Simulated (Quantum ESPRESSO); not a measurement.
Hf, 1 atom in the cell. Symmetry: Fm-3m, No. 225, cubic system. The conventional cell has a = 4.440 Å, b = 4.440 Å, c = 4.440 Å, α = 90.00°, β = 90.00°, γ = 90.00°. Around Hf (site symmetry m-3m) lie 12 Hf at 3.14 Å. This isn't the form of Hf at room conditions, which is hcp.

- Program: Quantum ESPRESSO 7.5
- Task: relaxation of cell and atoms
- Functional: PBEsol
- Potentials or basis: GBRV 1.5 PBEsol
- Cutoff: 707 eV
- Density cutoff: 5633 eV
- k mesh: 10 × 10 × 10
- Occupations: fermi-dirac, width 0.05 eV
- Spin: no spin polarisation
- Target pressure: 30 GPa
- Mixing beta: 0.5
- Most SCF iterations: 120
- SCF threshold: 2e-10 Ry
- Most ionic steps: 40
- Forc conv thr: 0.0004 Ry/bohr
- Etot conv thr: 1e-05 Ry
- Ion dynamics: bfgs
- Cell dynamics: bfgs
- Press conv thr: 0.3 kbar

Potentials or basis: GBRV 1.5 PBEsol.

Command:

```console
$ OMP_NUM_THREADS=1 mpirun -n 2 pw.x -nk 2 -in pw.in > pw.out
```

Hardware: 2 MPI ranks on Arm Neoverse V1, with other jobs on the host.

Q: How long does it take, and how much memory?

A: Run time: 33 s on 2 MPI ranks on Arm Neoverse V1, on a shared host, peak memory 0.24 GiB a rank. Counts: scf iterations 41, k pools 2, bands 12, ion steps 5, k points 47, g dense 20875.
